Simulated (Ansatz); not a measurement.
# Al(111) / 3 layers Ru(0001) / Al(111): resistance against film thickness, part 2 of 2

Aim: what a thin film of another metal adds to the resistance, first Al(111) / 3 layers Ru(0001) / Al(111).

Ansatz 0.2.0; Ansatz plane-wave DFT, PBE, PAW files; ballistic transport by layer matching (Landauer), zero bias.

So far. Step 2 (With 3 layers): The lead's potential steps by 15 meV from period to period, small in itself. The program estimates the junction's conductance to 9.2 % from the k-mesh, 0.1 % from the leads' distance from neutral and 13 % from their steps. Step 3 (With 5 layers, film layers 5): The conductance of the junction is 2.4e14 S/m², 22 % under the 3.0e14 S/m² of the last finished run, no more than the error estimates, leads' steps apart, of 9.2 and 14 % together.

### Step 4. With 6 layers, film layers 6

The stack now holds 6 film layers; the k-mesh follows the cell, and the energies span -0.27 to 0.27 eV.

System of this step: Al(111) / 6 layers Ru(0001) / Al(111). The cell holds 14 atoms: 8 Al and 6 Ru. Cell: a = 2.862 Å, b = 2.862 Å, c = 30.221 Å, α = 92.7°, β = 87.3°, γ = 120.0°. It derives from Al and Ru. Regions: lead, 8 atoms (8 Al); films, 6 atoms (6 Ru). The structure is stacked along c, and the current runs across the ab planes.

input.yaml reads:

```yaml
crystal:
  lattice:
    - [2.862347037, 0.0, 0.0]
    - [-1.4311735185, 2.4788652485, 0.0]
    - [1.4311735185, -0.8262884162, 30.175786547]
  atoms:
    - { symbol: Al, position: [0.9870917666, 0.0129082334, 0.0387247001] }
    - { symbol: Al, position: [0.2946086332, 0.7053913668, 0.1161741003] }
    - { symbol: Al, position: [0.6021254998, 0.3978745002, 0.1936235005] }
    - { symbol: Al, position: [0.9096423664, 0.0903576336, 0.2710729008] }
    - { symbol: Ru, position: [0.2195006664, 0.7804993336, 0.3414980007] }
    - { symbol: Ru, position: [0.5317003999, 0.4682996001, 0.4048988004] }
    - { symbol: Ru, position: [0.1772334666, 0.8227665334, 0.4682996001] }
    - { symbol: Ru, position: [0.4894332, 0.5105668, 0.5317003999] }
    - { symbol: Ru, position: [0.1349662668, 0.8650337332, 0.5951011996] }
    - { symbol: Ru, position: [0.4471660002, 0.5528339998, 0.6585019993] }
    - { symbol: Al, position: [0.7570243003, 0.2429756997, 0.7289270992] }
    - { symbol: Al, position: [0.0645411668, 0.9354588332, 0.8063764995] }
    - { symbol: Al, position: [0.3720580334, 0.6279419666, 0.8838258997] }
    - { symbol: Al, position: [0.6795749, 0.3204251, 0.9612752999] }
kpoints:
  mp_grid: { grid: [15, 15, 1] }
hamiltonian:
  xc: pbe
scf:
  occupations: { method: fermi_dirac, width: 0.1 }
output:
  transmission:
    leads: [[0, 1]]
    kmesh: [30, 30]
    e_range: [-0.27, 0.27]
    de: 0.036
  write_potential: true
  write_density: true
  volumetric_format: npy
```

Run with:

```sh
$ ansatz run input.yaml --threads 4 --pin off --max-ram 8192MiB --backend cpu --events-out ev --progress --plain --runs-dir out
```

Numbers of over 12 decimals in the logs are rounded to 6 here.

Output:

```text
[...]
--- Transmission ---
  basis      : 61 plane waves across, 47 finite elements along
  points     : 241, standing for a mesh of 30 x 30
[...]
filled         : 19.4 meV over the level at which it is neutral
    channels       : 1.354444e0 a spin
[...]
slowest decay  : 0.0622 /Å at (0.4000, 0.3000)
  junction   : crystal 0 to crystal 0, 0.70 to 28.54 Å
    transmission   : 2.769161e-1 a spin
[...]
resistance     : 2.3906e-3 Ω µm² beyond half of each lead's own
[key lines of the parts left out:]
SCF converged after 8 iterations
Free energy (F): -39571.470355 eV
Fermi energy:    13.854718 eV
```

Run time: 3.8 min. Hardware: 4 threads of Intel Xeon Platinum 8175M at 2.50GHz (Skylake/Cascade Lake), shared host; peak memory 1.1 GiB; 12 min of CPU time.

Numbers from this step:

```
free energy                                                                : -39571.4704 eV
energy at zero smearing                                                    : -39571.3161 eV
Fermi energy                                                               : 13.85 eV
step of the lead's potential                                               : 17.3 meV
lead conductance per cell                                                  : 1.353 G₀
conductance of the junction                                                : 3.26e14 S/m²
junction conductance per cell                                              : 0.2985 G₀
estimated errors of the junction's conductance                             : 0.5, 0, 9.3, 26.9, 1.4 % (energy step, band edges, k-mesh, leads' steps, distance from neutral)
area resistance that the stack adds (contact term taken off, spin by spin) : 2.391 fΩ m²
```

Per spin. Table of transmission, zone mean by energy, zero at the Fermi level:

```
energy (eV)  transmission, zone mean
     -0.270                    0.288
     -0.234                    0.308
     -0.198                    0.299
     -0.162                    0.307
     -0.126                    0.290
     -0.090                    0.315
     -0.054                    0.298
     -0.018                    0.278
      0.018                    0.277
      0.054                    0.356
      0.090                    0.412
      0.126                    0.369
      0.162                    0.325
      0.198                    0.287
      0.234                    0.264
      0.270                    0.266
```

The conductance of the junction is 3.3e14 S/m², 38 % over the 2.4e14 S/m² of the last finished run.

### Step 5. With 8 layers, film layers 8

The stack now holds 8 film layers; the k-mesh follows the cell, and the energies span -0.27 to 0.27 eV.

System of this step: Al(111) / 8 layers Ru(0001) / Al(111). The cell holds 16 atoms: 8 Al and 8 Ru. Its edges and angles: a = 2.862 Å, b = 2.862 Å, c = 34.042 Å, α = 92.4°, β = 87.6°, γ = 120.0°. It derives from Al and Ru. Regions: lead, 8 atoms (8 Al); films, 8 atoms (8 Ru). The structure is stacked along c, and the current runs across the ab planes.

input.yaml reads:

```yaml
crystal:
  lattice:
    - [2.862347037, 0.0, 0.0]
    - [-1.4311735185, 2.4788652485, 0.0]
    - [1.4311735185, -0.8262884162, 34.0021245448]
  atoms:
    - { symbol: Al, position: [0.9885443601, 0.0114556399, 0.0343669197] }
    - { symbol: Al, position: [0.2989664136, 0.7010335864, 0.1031007592] }
    - { symbol: Al, position: [0.6093884671, 0.3906115329, 0.1718345986] }
    - { symbol: Al, position: [0.9198105207, 0.0801894793, 0.240568438] }
    - { symbol: Ru, position: [0.2323105207, 0.7676894793, 0.303068438] }
    - { symbol: Ru, position: [0.5468884671, 0.4531115329, 0.3593345986] }
    - { symbol: Ru, position: [0.1947997469, 0.8052002531, 0.4156007592] }
    - { symbol: Ru, position: [0.5093776934, 0.4906223066, 0.4718669197] }
    - { symbol: Ru, position: [0.1572889732, 0.8427110268, 0.5281330803] }
    - { symbol: Ru, position: [0.4718669197, 0.5281330803, 0.5843992408] }
    - { symbol: Ru, position: [0.1197781995, 0.8802218005, 0.6406654014] }
    - { symbol: Ru, position: [0.434356146, 0.565643854, 0.696931562] }
    - { symbol: Al, position: [0.746856146, 0.253143854, 0.759431562] }
    - { symbol: Al, position: [0.0572781995, 0.9427218005, 0.8281654014] }
    - { symbol: Al, position: [0.3677002531, 0.6322997469, 0.8968992408] }
    - { symbol: Al, position: [0.6781223066, 0.3218776934, 0.9656330803] }
kpoints:
  mp_grid: { grid: [15, 15, 1] }
hamiltonian:
  xc: pbe
scf:
  occupations: { method: fermi_dirac, width: 0.1 }
output:
  transmission:
    leads: [[0, 1]]
    kmesh: [30, 30]
    e_range: [-0.27, 0.27]
    de: 0.036
  write_potential: true
  write_density: true
  volumetric_format: npy
```

Output:

```text
[...]
Crystal: 16 atoms, lattice volume = 241.258 Å³
Basis set: ecut = 420 eV, 4751 PW (Γ)
Bands: 92, of which v1, the nominal top of the filled ones, is band 76 counted from 1 (75 counted from 0)
Symmetry: 4 space group operations
k-points: 64 of 225
[...]
--- Transmission ---
  basis      : 61 plane waves across, 54 finite elements along
  points     : 241, standing for a mesh of 30 x 30
[...]
filled         : 20.2 meV over the level at which it is neutral
    channels       : 1.354444e0 a spin
[...]
slowest decay  : 0.0620 /Å at (0.3000, 0.3000)
  junction   : crystal 0 to crystal 0, 0.70 to 32.36 Å
    transmission   : 2.341694e-1 a spin
[...]
resistance     : 3.1611e-3 Ω µm² beyond half of each lead's own
[key lines of the parts left out:]
SCF converged after 8 iterations
Free energy (F): -51328.264082 eV
Fermi energy:    14.948817 eV
```

Run time: 4 min. Hardware: 4 threads; peak memory 1.4 GiB.

This step gave:

| Item | Value |
| --- | --- |
| free energy | -51328.2641 eV |
| energy at zero smearing | -51328.1003 eV |
| Fermi energy | 14.95 eV |
| step of the lead's potential | 18.1 meV |
| conductance of the junction | 2.61e14 S/m² |
| junction conductance per cell | 0.2386 G₀ |
| estimated errors of the junction's conductance | 0, 0, 11.1, 34.2, 1.8 % (energy step, band edges, k-mesh, leads' steps, distance from neutral) |
| area resistance that the stack adds (contact term taken off, spin by spin) | 3.161 fΩ m² |

Per spin. Table of transmission, zone mean by energy, zero at the Fermi level:

```csv
energy (eV),"transmission, zone mean"
-0.270,0.297
-0.234,0.343
-0.198,0.297
-0.162,0.253
-0.126,0.247
-0.090,0.207
-0.054,0.243
-0.018,0.225
0.018,0.234
0.054,0.264
0.090,0.260
0.126,0.259
0.162,0.219
0.198,0.233
0.234,0.273
0.270,0.266
```

The conductance of the junction is 2.6e14 S/m², 20 % under the 3.3e14 S/m² of the last finished run, no more than the error estimates, leads' steps apart, of 9.3 and 11 % together. The estimate from the leads' steps, 34 %, is larger still.

### Step 6. With 10 layers, film layers 10

The stack now holds 10 film layers; the k-mesh follows the cell, and the energies span -0.27 to 0.27 eV.

System of this step: Al(111) / 10 layers Ru(0001) / Al(111). The cell holds 18 atoms: 8 Al and 10 Ru. Its edges and angles: a = 2.862 Å, b = 2.862 Å, c = 37.865 Å, α = 92.2°, β = 87.8°, γ = 120.0°. It derives from Al and Ru. Regions: lead, 8 atoms (8 Al); films, 10 atoms (10 Ru). The structure is stacked along c, and the current runs across the ab planes.

input.yaml reads:

```yaml
crystal:
  lattice:
    - [2.862347037, 0.0, 0.0]
    - [-1.4311735185, 2.4788652485, 0.0]
    - [1.4311735185, -0.8262884162, 37.8284625427]
  atoms:
    - { symbol: Al, position: [0.9897030947, 0.0102969053, 0.0308907158] }
    - { symbol: Al, position: [0.3024426176, 0.6975573824, 0.0926721473] }
    - { symbol: Al, position: [0.6151821404, 0.3848178596, 0.1544535789] }
    - { symbol: Al, position: [0.9279216632, 0.0720783368, 0.2162350104] }
    - { symbol: Ru, position: [0.2425289488, 0.7574710512, 0.2724131536] }
    - { symbol: Ru, position: [0.5590039972, 0.4409960028, 0.3229880083] }
    - { symbol: Ru, position: [0.208812379, 0.791187621, 0.3735628631] }
    - { symbol: Ru, position: [0.5252874274, 0.4747125726, 0.4241377179] }
    - { symbol: Ru, position: [0.1750958091, 0.8249041909, 0.4747125726] }
    - { symbol: Ru, position: [0.4915708575, 0.5084291425, 0.5252874274] }
    - { symbol: Ru, position: [0.1413792393, 0.8586207607, 0.5758622821] }
    - { symbol: Ru, position: [0.4578542877, 0.5421457123, 0.6264371369] }
    - { symbol: Ru, position: [0.1076626694, 0.8923373306, 0.6770119917] }
    - { symbol: Ru, position: [0.4241377179, 0.5758622821, 0.7275868464] }
    - { symbol: Al, position: [0.7387450035, 0.2612549965, 0.7837649896] }
    - { symbol: Al, position: [0.0514845263, 0.9485154737, 0.8455464211] }
    - { symbol: Al, position: [0.3642240491, 0.6357759509, 0.9073278527] }
    - { symbol: Al, position: [0.6769635719, 0.3230364281, 0.9691092842] }
kpoints:
  mp_grid: { grid: [15, 15, 1] }
hamiltonian:
  xc: pbe
scf:
  occupations: { method: fermi_dirac, width: 0.1 }
output:
  transmission:
    leads: [[0, 1]]
    kmesh: [30, 30]
    e_range: [-0.27, 0.27]
    de: 0.036
  write_potential: true
  write_density: true
  volumetric_format: npy
```

Output:

```text
[...]
Crystal: 18 atoms, lattice volume = 268.407 Å³
Basis set: ecut = 420 eV, 5263 PW (Γ)
Bands: 111, of which v1, the nominal top of the filled ones, is band 92 counted from 1 (91 counted from 0)
Symmetry: 4 space group operations
k-points: 64 of 225
[...]
--- Transmission ---
  basis      : 61 plane waves across, 61 finite elements along
  points     : 241, standing for a mesh of 30 x 30
[...]
filled         : 23.1 meV over the level at which it is neutral
    channels       : 1.354444e0 a spin
[...]
slowest decay  : 0.0613 /Å at (0.4000, 0.3000)
  junction   : crystal 0 to crystal 0, 0.70 to 36.19 Å
    transmission   : 3.081263e-1 a spin
[...]
resistance     : 2.3579e-3 Ω µm² beyond half of each lead's own
[key lines of the parts left out:]
SCF converged after 8 iterations
Free energy (F): -63085.018867 eV
Fermi energy:    15.832510 eV
```

It took 4.7 min on 4 threads; peak memory 1.7 GiB; 16 min of CPU time.

Numbers from this step:

| Item | Value |
| --- | --- |
| free energy | -63085.0189 eV |
| energy at zero smearing | -63084.8220 eV |
| Fermi energy | 15.83 eV |
| step of the lead's potential | 17.5 meV |
| lead conductance per cell | 1.354 G₀ |
| conductance of the junction | 3.30e14 S/m² |
| junction conductance per cell | 0.3018 G₀ |
| estimated errors of the junction's conductance | 0.4, 0, 11.3, 34.3, 1.5 % (energy step, band edges, k-mesh, leads' steps, distance from neutral) |
| area resistance that the stack adds (contact term taken off, spin by spin) | 2.358 fΩ m² |

Per spin. The transmission, zone mean by energy, zero at the Fermi level:

```csv
energy (eV),"transmission, zone mean"
-0.270,0.316
-0.234,0.242
-0.198,0.233
-0.162,0.248
-0.126,0.233
-0.090,0.268
-0.054,0.282
-0.018,0.316
0.018,0.308
0.054,0.272
0.090,0.295
0.126,0.291
0.162,0.302
0.198,0.325
0.234,0.301
0.270,0.271
```

The conductance of the junction is 3.3e14 S/m², 26 % over the 2.6e14 S/m² of the last finished run. The estimate from the leads' steps, 34 %, is larger still.

### Step 7. The ladder

Times are for 4 threads of Intel Xeon Platinum 8175M at 2.50GHz (Skylake/Cascade Lake), shared host. Results by setting:

```csv
no.,film layers,"area resistance that the stack adds (contact term taken off, spin by spin) (fΩ m²)",conductance of the junction (S/m²),time,memory (GiB)
1,3,2.638,3.01e14,2.2 min,0.57
2,5,3.563,2.36e14,75 s,0.75
3,6,2.391,3.26e14,3.8 min,1.1
4,8,3.161,2.61e14,4 min,1.4
5,10,2.358,3.30e14,4.7 min,1.7
```

### Step 8. With 5 layers

A repeat with a changed input, to see how far the result depends on it.

This step: Ansatz plane-wave DFT, PBE, PAW files; ballistic transport by layer matching (Landauer), zero bias; changed: scf.occupations.method = "gaussian", scf.occupations.width = 0.15, scf.convergence.dr2_threshold = 1e-08 (Ansatz 0.2.0).

System of this step: Al(111) / 5 layers Ru(0001) / Al(111). The cell holds 13 atoms: 8 Al and 5 Ru. Cell: a = 2.862 Å, b = 2.862 Å, c = 28.263 Å, α = 90.0°, β = 90.0°, γ = 120.0°. It derives from Al and Ru. Regions: lead, 8 atoms (8 Al); films, 5 atoms (5 Ru). The structure is stacked along c, and the current runs across the ab planes.

input.yaml reads:

```yaml
crystal:
  lattice:
    - [2.862347037, 0.0, 0.0]
    - [-1.4311735185, 2.4788652485, 0.0]
    - [0.0, 0.0, 28.262617548]
  atoms:
    - { symbol: Al, position: [0.0, 0.0, 0.0413460743] }
    - { symbol: Al, position: [0.3333333333, 0.6666666667, 0.1240382229] }
    - { symbol: Al, position: [0.6666666667, 0.3333333333, 0.2067303714] }
    - { symbol: Al, position: [0.0, 0.0, 0.28942252] }
    - { symbol: Ru, position: [0.3333333333, 0.6666666667, 0.3646148754] }
    - { symbol: Ru, position: [0.6666666667, 0.3333333333, 0.4323074377] }
    - { symbol: Ru, position: [0.3333333333, 0.6666666667, 0.5] }
    - { symbol: Ru, position: [0.6666666667, 0.3333333333, 0.5676925623] }
    - { symbol: Ru, position: [0.3333333333, 0.6666666667, 0.6353851246] }
    - { symbol: Al, position: [0.6666666667, 0.3333333333, 0.71057748] }
    - { symbol: Al, position: [0.0, 0.0, 0.7932696286] }
    - { symbol: Al, position: [0.3333333333, 0.6666666667, 0.8759617771] }
    - { symbol: Al, position: [0.6666666667, 0.3333333333, 0.9586539257] }
kpoints:
  mp_grid: { grid: [15, 15, 1] }
hamiltonian:
  xc: pbe
scf:
  occupations: { method: gaussian, width: 0.15 }
  convergence: { dr2_threshold: 1.0e-08 }
output:
  transmission:
    leads: [[0, 1]]
    kmesh: [30, 30]
    e_range: [-0.27, 0.27]
    de: 0.036
  write_potential: true
  write_density: true
  volumetric_format: npy
```

Output:

```text
[...]
Crystal: 13 atoms, lattice volume = 200.534 Å³
Basis set: ecut = 420 eV, 3935 PW (Γ)
Bands: 65, of which v1, the nominal top of the filled ones, is band 52 counted from 1 (51 counted from 0)
Symmetry: 6 space group operations
[...]
k-points: 27 of 225 (time reversal used)
[...]
SCF iter   1: F=—  HF=-33693.189357 eV  |F-HF|=—  |Δ(HF+E_count)|=         —  Δρ=1.18e-2  dr2=1.28e1  ethr=1.77e-3  ⟨swp⟩=6.9  Hψ=6732  notcnv=0
[...]
SCF iter   8: F=-33693.106210 eV  HF=-33693.106210 eV  |F-HF|=3.70e-9  |Δ(HF+E_count)|=   1.08e-8  Δρ=1.06e-6  dr2=4.43e-9  ethr=9.62e-12  ⟨swp⟩=7.7  Hψ=5346  notcnv=0
SCF 1 converged in 8 iterations: F = -33693.106210 eV  dr2 = 4.43e-9
[...]
transmission: 389 of 3822 steps passed
transmission: 767 of 3822 steps passed
[...]
transmission: 3822 of 3822 steps passed
SCF converged after 8 iterations
Free energy (F): -33693.106210 eV
[...]
Internal energy: -33693.036031 eV  (E = F + TS)
E sigma→0 (E₀):  -33693.071120 eV
Entropy (-TS):   -0.070179 eV (-5.398 meV/atom)
Fermi energy:    13.188958 eV
[...]
--- Band table (eV; the first three rows and the last of 27) ---
  k-point 0: bands = [... 48 lower, 11.7862, 12.1136, 12.7120, 12.7120, 13.1588, 13.6992, 13.6992, 13.8712, ... 9 higher]
  k-point 1: bands = [... 48 lower, 11.8123, 12.1599, 12.6894, 12.7018, 13.0537, 13.5439, 13.6884, 13.7265, ... 9 higher]
  k-point 2: bands = [... 48 lower, 11.7352, 12.1030, 12.6630, 12.7082, 12.9208, 13.2446, 13.6560, 13.8628, ... 9 higher]
  k-point 26: bands = [... 48 lower, 11.7182, 12.0077, 12.0581, 12.1323, 12.3223, 12.5712, 13.0716, 13.5951, ... 9 higher]
--- Transmission ---
  basis      : 61 plane waves across, 42 finite elements along
  points     : 91, standing for a mesh of 30 x 30
[...]
filled         : 43.3 meV over the level at which it is neutral
    channels       : 1.354444e0 a spin
[...]
slowest decay  : 0.0562 /Å at (0.3000, 0.3000)
  junction   : crystal 0 to crystal 0, 0.70 to 26.62 Å
    transmission   : 1.931061e-1 a spin
[...]
resistance     : 3.5708e-3 Ω µm² beyond half of each lead's own
```

Wall time 62 s (4 threads); peak memory 0.74 GiB.

Numbers from this step:

* free energy: -33693.1062 eV
* energy at zero smearing: -33693.0711 eV
* Fermi energy: 13.19 eV
* step of the lead's potential: 15 meV
* estimated errors of the lead's conductance: 0, 3.9, 0.8 % (band edges, k-mesh, distance from neutral)
* lead conductance per cell: 1.360 G₀
* conductance of the junction: 2.36e14 S/m²
* junction conductance per cell: 0.2158 G₀
* estimated errors of the junction's conductance: 0.9, 0, 13.7, 23.9, 11.9 % (energy step, band edges, k-mesh, leads' steps, distance from neutral)
* area resistance that the stack adds (contact term taken off, spin by spin): 3.571 fΩ m²

Per spin. The transmission, zone mean by energy, zero at the Fermi level:

| energy (eV) | transmission, zone mean |
| --- | --- |
| -0.270 | 0.314 |
| -0.234 | 0.293 |
| -0.198 | 0.291 |
| -0.162 | 0.272 |
| -0.126 | 0.291 |
| -0.090 | 0.285 |
| -0.054 | 0.250 |
| -0.018 | 0.220 |
| 0.018 | 0.193 |
| 0.054 | 0.189 |
| 0.090 | 0.196 |
| 0.126 | 0.206 |
| 0.162 | 0.228 |
| 0.198 | 0.224 |
| 0.234 | 0.221 |
| 0.270 | 0.219 |

With the changed settings the conductance of the junction moves by -0.11 % from the earlier run's 2.4e14 S/m².

### Step 9. Results

- area resistance, 3 layers: 2.64 fΩ m²
- area resistance, 5 layers: 3.56 fΩ m²
- area resistance, 6 layers: 2.39 fΩ m²
- area resistance, 8 layers: 3.16 fΩ m²
- area resistance, 10 layers: 2.36 fΩ m²

What this shows: The stack adds 2.6 fΩ m² with 3 layers and 2.4 fΩ m² with 10. From 5 to 10 layers it falls by 34 %; nothing scatters inside a perfect film, so this is no ohmic growth, and the error estimates, with the leads' steps, cover all of it. With an hcp and an fcc partner, odd and even counts of layers end in unlike stacking at the second interface, which mixes with the effect of thickness. Atoms sit on ideal sites and aren't relaxed. The program's error estimates for the conductances, leads' steps apart, run from 9.2 to 14 %. The program's estimate of the error from the leads' steps alone runs to 34 %, although the steps are small; only longer leads would test it. Ru(0001) is stretched by 5.8 % in plane to fit Al(111), at its own atomic volume.

[Logs are printed without paths, hosts, clocks, repeated set-up lines and the standing remarks that a program may print on its own settings, such as how far it seeks lower states.]

[Hosts, paths, dates, database ids (printed as entryN), source tags and the programs' standing remarks are cut or masked in the printed files.]
